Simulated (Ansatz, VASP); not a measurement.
# BAs: VASP beside Ansatz, part 2 of 2

Wanted: the spread between two codes on one cell, functional and k mesh. The cell is taken from a series of VASP runs on this material, whose earlier steps may have relaxed, scaled or displaced it; both programs get it as it stands. Valence electrons are named where the data sets of a main pair hold unlike numbers.

VASP 6.6.1 and Ansatz 0.2.0.

So far: The structure; VASP: zone-centre phonons, LDA.

## 3. Ansatz: zone-centre phonons, LDA

Level of this step: Ansatz beside VASP: Kohn-Sham DFT, plane waves, LDA (Ansatz).

Ansatz runs on its default PAW (the set named soft_2) files.

The same cell, functional (in two slightly different forms) and mesh now go to Ansatz, which takes its cutoff from its data sets.

Contents of input.yaml:

```yaml
crystal:
  lattice:
    - [0.0, 2.3947341337, 2.3947341337]
    - [2.3947341337, 0.0, 2.3947341337]
    - [2.3947341337, 2.3947341337, 0.0]
  atoms:
    - { symbol: As, position: [0.75, 0.75, 0.75] }
    - { symbol: B, position: [0.0, 0.0, 0.0] }
hamiltonian:
  xc: lda
  pseudopotentials: { kind: paw }
kpoints:
  mp_grid: { grid: [16, 16, 16] }
scf:
  occupations: { method: fixed }
phonons:
  method: dfpt
  qpoints: [[0, 0, 0]]
  dielectric: true
  rigid_motions: translations
```

The run is started by

```console
> ansatz run input.yaml --threads 4 --pin off --max-ram 9216MiB --backend cpu --events-out ev --progress --plain --runs-dir out
```

Numbers of over 12 decimals in the logs are rounded to 6 here.

What it wrote:

```text
Engine: ansatz 0.2.0, aarch64-unknown-linux-gnu
Pseudopotentials: kind: paw
Pseudopotential: As, paw, valence charge 15, recommended cutoff 420 eV (normal), As.paw.azcp
Pseudopotential: B, paw, valence charge 3, recommended cutoff 420 eV (normal), B.paw.azcp
Functional definition: SPW92
  exchange = slater_x
  correlation = pw_c
Crystal: 2 atoms, lattice volume = 27.466 Å³
Basis set: ecut = 420 eV, 537 PW (Γ), exchange–correlation on 48×48×48 points (8 copies of the dense FFT grid, shifted against one another)
Bands: 13, of which v1, the nominal top of the filled ones, is band 9 counted from 1 (8 counted from 0)
Symmetry: 24 space group operations
k-points: 621 of 4096 (irreducible under 4 space group operations, time reversal used)
Non-local potential: As, projectors of the file, l = 0: 2, l = 1: 2, l = 2: 3, l = 3: 1
Non-local potential: B, projectors of the file, l = 0: 2, l = 1: 2, l = 2: 1
PAW form: soft (Blöchl's): semilocal exchange-correlation on the pseudo side does not see the compensation charge
PAW frozen core: As, regenerated for the run's functional, and the local potential with it (the file was generated under x = pbe(κ = 0.804, μ = 0.219515), c = pbe(β = 0.066725))
PAW frozen core: B, regenerated for the run's functional, and the local potential with it (the file was generated under x = pbe(κ = 0.804, μ = 0.219515), c = pbe(β = 0.066725))
PAW one-centre angular grid: As, 590 points (default); XC on 64 Gauss nodes
PAW one-centre angular grid: B, 110 points (default); XC on 64 Gauss nodes
Initial density: superposition of atomic densities (neutral atoms: chi_scale 0, normalization atom), corrected by the library's trained network
Initial wavefunctions: pseudopotential atomic-orbital guess
Functional: x = slater, c = lda
SCF iter   1: F=—  HF=-4923.518478 eV  |F-HF|=—  |Δ(HF+E_count)|=         —  Δρ=7.11e-3  dr2=1.42e-2  ethr=1.77e-3  ⟨swp⟩=4.5  Hψ=40677  notcnv=0  defer=873
preconditioner: auto → none  [insulator: Δε(μ)=1.145 eV  Ē_g=12.288 eV  n_scr=8 (ndim 8)  ℏωp=20.0 eV  f_vac=0.001  ε∞_Penn≈3.7]
SCF iter   2: F=—  HF=-4923.514035 eV  |F-HF|=—  |Δ(HF+E_count)|=   4.44e-3  Δρ=2.19e-3  dr2=8.05e-4  ethr=7.88e-5  ⟨swp⟩=2.0  Hψ=14569  notcnv=0  defer=1221
SCF iter   3: F=—  HF=-4923.513690 eV  |F-HF|=—  |Δ(HF+E_count)|=   3.45e-4  Δρ=1.07e-3  dr2=1.32e-4  ethr=4.47e-6  ⟨swp⟩=2.0  Hψ=14925  notcnv=0  defer=1221
SCF iter   4: F=—  HF=-4923.513665 eV  |F-HF|=—  |Δ(HF+E_count)|=   2.48e-5  Δρ=3.56e-4  dr2=1.35e-5  ethr=7.35e-7  ⟨swp⟩=1.0  Hψ=8073  notcnv=0  defer=307
SCF iter   5: F=—  HF=-4923.513662 eV  |F-HF|=—  |Δ(HF+E_count)|=   3.29e-6  Δρ=5.08e-5  dr2=2.94e-7  ethr=7.49e-8  ⟨swp⟩=2.0  Hψ=13588  notcnv=0
SCF iter   6: F=—  HF=-4923.513662 eV  |F-HF|=—  |Δ(HF+E_count)|=   8.37e-8  Δρ=4.53e-6  dr2=2.12e-9  ethr=1.63e-9  ⟨swp⟩=1.0  Hψ=8073  notcnv=0
SCF iter   7: F=-4923.513662 eV  HF=-4923.513662 eV  |F-HF|=1.82e-11  |Δ(HF+E_count)|=  7.53e-10  Δρ=2.69e-7  dr2=1.36e-11  ethr=1.00e-12  ⟨swp⟩=6.5  Hψ=38365  notcnv=0
SCF 1 converged in 7 iterations: F = -4923.513662 eV  dr2 = 1.36e-11
  greatest PAW one-centre occupation: 0.999 electrons in one spin orbital (limit 2), on the As atom at site 0 (counted from 0), in its partial waves of l = 2
DFPT response loops at Γ: preconditioner auto → none (the input reference at scf.mixing.eps_inf says where Resta's filter doesn't serve); β = 0.50; Broyden in place of MSR1
── the response to a field inside a basis, on 16×16×16 k-points: an SCF that follows is theirs, and a resumed run solves both again ──
Bands: 10, of which v1, the nominal top of the filled ones, is band 9 counted from 1 (8 counted from 0)
k-points: 408 of 4096 (irreducible under 6 space group operations, time reversal used)
Initial density: handed on by an earlier stage of this run
Initial wavefunctions: pseudopotential atomic-orbital guess (no wavefunctions were taken with the density)
Eigensolver: Dense (408 Hₖ)
SCF iter   1: F=—  HF=-4923.512937 eV  |F-HF|=—  |Δ(HF+E_count)|=         —  Δρ=1.20e-4  dr2=1.01e-6  ethr=1.00e-1
preconditioner: auto → none  [insulator: Δε(μ)=1.229 eV  Ē_g=9.585 eV  n_scr=8 (ndim 8)  ℏωp=20.0 eV  f_vac=0.000  ε∞_Penn≈5.4]
SCF iter   2: F=—  HF=-4923.512935 eV  |F-HF|=—  |Δ(HF+E_count)|=   1.15e-6  Δρ=7.07e-5  dr2=5.05e-7  ethr=5.60e-9
SCF iter   3: F=-4923.512935 eV  HF=-4923.512935 eV  |F-HF|=4.41e-8  |Δ(HF+E_count)|=   8.57e-8  Δρ=2.40e-5  dr2=7.56e-8  ethr=2.81e-9
SCF 1 converged in 3 iterations: F = -4923.512935 eV  dr2 = 7.56e-8
DFPT response loops at Γ: mixed as the last ones told, above
SCF converged after 7 iterations
Free energy (F): -4923.513662 eV
Harris-Foulkes:  -4923.513662 eV  (|F-HF|=1.82e-11)
Internal energy: -4923.513662 eV  (E = F + TS)
E sigma→0 (E₀):  -4923.513662 eV
Fermi energy:    10.716463 eV
--- Per-component energies (eV) ---
  E_band       = -218.117114
  E_kinetic    = 152.258138
  E_local      = -1709.889290  (includes V_loc(G=0)·N_el)
  E_nonlocal   = -652.011110
  E_hartree    = 944.026679
  E_xc         = -110.936241
  E_vxc        = -117.733461  (∫ρ·V_xc dr)
  E_paw        = -1827.800567  (= ΣΔE_a)
  E_vpaw       = 221.205386  (= ΣTr[D̂ρ^β])
  E_aug_tail   = 0.000008  (compensation charges beyond the density's cutoff)
  E_ewald      = -1721.282343
  E_core_change = 2.121064  (= ΣΔE_core)
  E_smearing   = -0.000000  (= −TS)
  E_closure    = -0.000000  (closes the sum)
  Σ components = -4923.513662   (vs F -4923.513662, Δ=0.00e0)
--- Band table (eV; the first three rows and the last of 621) ---
  k-point 0: bands = [... 5 lower, -4.6044, 10.7165, 10.7165, 10.7165, 13.9599, 13.9599, 13.9599, 15.2641]
  k-point 1: bands = [... 5 lower, -4.5408, 10.0858, 10.5891, 10.5891, 14.0659, 14.1270, 14.1270, 15.6382]
  k-point 2: bands = [... 5 lower, -4.3512, 8.7669, 10.2834, 10.2834, 14.0387, 14.5299, 14.5299, 16.5600]
  k-point 620: bands = [... 5 lower, -0.3741, 2.8280, 5.2673, 5.5624, 15.9133, 16.5272, 17.4058, 17.7160]
--- Phonons (Γ-DFPT): 2 representative perturbations + reference, on 621 of 4096 k-points (Σ response iterations 6) ---
  k mesh reduced under 4 symmetry operations, with k and −k counted as one. Each operation leaves every solved perturbation unchanged. A smaller set is not considered because the run solves the response to a homogeneous field
  ASR residual: 8.702e-5 → 0.000e0 eV/Å²; symmetrization residual: 1.018e-6 eV/Å²
  ASR residual per site (eV/Å²): 1.20e-6 8.70e-5
  Γ frequencies (cm⁻¹): 0.00 0.00 0.00 674.72 674.72 674.72
  ε∞ (high-frequency dielectric tensor):
        9.806785    -0.000000     0.000000
       -0.000000     9.806785     0.000000
        0.000000     0.000000     9.806785
  ε⁰ (static dielectric tensor: ions relaxed, cell fixed):
        9.885809    -0.000000     0.000000
       -0.000000     9.885809     0.000000
        0.000000     0.000000     9.885809
  ε⁰ − ε∞ (ionic part):
        0.079024     0.000000    -0.000000
        0.000000     0.079024     0.000000
       -0.000000     0.000000     0.079024
  softest optical mode at Γ: 674.72 cm⁻¹; the repairs (sum rule, projections) moved no ω² at Γ by more than (1.53 cm⁻¹)²
  Born effective charges Z* (e; rows j = field, columns β = displacement):
    site 0:
         0.43555    0.00000   -0.00000
         0.00000    0.43555    0.00000
        -0.00000    0.00000    0.43555
    site 1:
        -0.43555   -0.00000    0.00000
        -0.00000   -0.43555   -0.00000
         0.00000   -0.00000   -0.43555
  Z* charge neutrality: 2.451e-4 e pre-enforcement
  solved inside a basis spanned on kpoints, on 16×16×16 k-points, its susceptibility summed on 20×20×20: ε∞ is read to err by 2.7e-2, Z* by 1.6e-2 e (field_mesh: kpoints solves on kpoints); Z* is corrected for what the basis lacks
  optical modes at Γ without the LO–TO term, one row a degenerate level:
      ω (cm⁻¹)  modes    IR ((D/Å)²/amu)
        674.72      3             1.3899
  optical modes at Γ + LO–TO along q̂ = [1.0000, 0.0000, 0.0000]:
      ω (cm⁻¹)  modes    IR ((D/Å)²/amu)
        674.72      2             0.9266
        677.44      1             0.4633
  optical modes at Γ + LO–TO along q̂ = [0.0000, 1.0000, 0.0000]:
      ω (cm⁻¹)  modes    IR ((D/Å)²/amu)
        674.72      2             0.9266
        677.44      1             0.4633
  optical modes at Γ + LO–TO along q̂ = [0.0000, 0.0000, 1.0000]:
      ω (cm⁻¹)  modes    IR ((D/Å)²/amu)
        674.72      2             0.9266
        677.44      1             0.4633
--- Phonons (arbitrary-q DFPT): 1 explicit q-point ---
  q = [0, 0, 0] (of the zone-centre solve; hermiticity 1.29e-7, symmetrization 1.16e-13): -0.00 -0.00 -0.00 674.72 674.72 674.72
  sum rule: each row above includes the acoustic sum rule's correction from the zone centre's row sums; it moved no ω² by more than (1.48 cm⁻¹)²
```

Run time: 47 s. Hardware: 4 threads of Arm Neoverse V1, shared host; peak memory 1.1 GiB.

## 4. Differences

Known differences besides the potentials themselves: the two LDA forms differ slightly; the data sets hold 18 valence electrons in Ansatz (on its default PAW (the set named soft_2) files) and 8 in VASP; the cutoff is 420 eV in Ansatz and 500 eV in VASP; VASP's log shows a relativistic correction to its local exchange, Ansatz's none. Total energies have different zeros and are not compared.

Compared:

```
                                     quantity  Ansatz   VASP  difference
                                        ε∞ xx    9.81   9.76     +0.49 %
                                        ε∞ yy    9.81   9.76     +0.49 %
                                        ε∞ zz    9.81   9.76     +0.49 %
Born charge of As1 (mean of the diagonal) (e)    0.44   0.47       -0.04
 Born charge of B2 (mean of the diagonal) (e)   -0.44  -0.47       +0.04
                   optical mode 1 to 3 (cm⁻¹)   674.7  679.4     -0.68 %
```

Modes are paired by rising frequency, not by their patterns, so a pair may set unlike modes beside each other; they are those without the splitting of longitudinal modes.

## 5. Further runs

Further runs change the set-up of one program: Ansatz's method, potentials or start, or VASP's data sets, cutoff or form of LDA. The table gives that difference for each run.

| run | optical mode 1 to 3 (%) |
| --- | --- |
| as above | -0.68 |
| Ansatz's all-electron LAPW method | -0.64 |

## 6. Outcome

```json
{"r.m.s. difference of the optical zone-centre modes, each program's sorted by frequency (zone-centre phonons, LDA)": "4.6 cm⁻¹", "difference in optical mode 1 to 3 (zone-centre phonons, LDA)": "-0.7 %"}
```

The r.m.s. difference of the optical zone-centre modes, each program's sorted by frequency is 4.6 cm⁻¹ (zone-centre phonons, LDA). The data sets hold unlike numbers of valence electrons (18 in Ansatz and 8 in VASP), so part of the differences comes from the potentials. Among the rows given in per cent, the largest difference of the zone-centre phonons, LDA pair is in optical mode 1 to 3, -0.7 %. For zone-centre phonons, LDA, no further run moves any of the tabulated differences by more than a quarter of its size. Such differences can come from data sets, numerical settings and the points named under the comparisons, not from the functional's error against experiment.

[Lines on the potential files, build, host, timing and source positions are cut from VASP's logs without a mark.]

[Logs are printed without paths, hosts, clocks, repeated set-up lines and the standing remarks that a program may print on its own settings, such as how far it seeks lower states.]

[Hosts, paths, dates, database ids (printed as entryN), source tags and the programs' standing remarks are cut or masked in the printed files.]
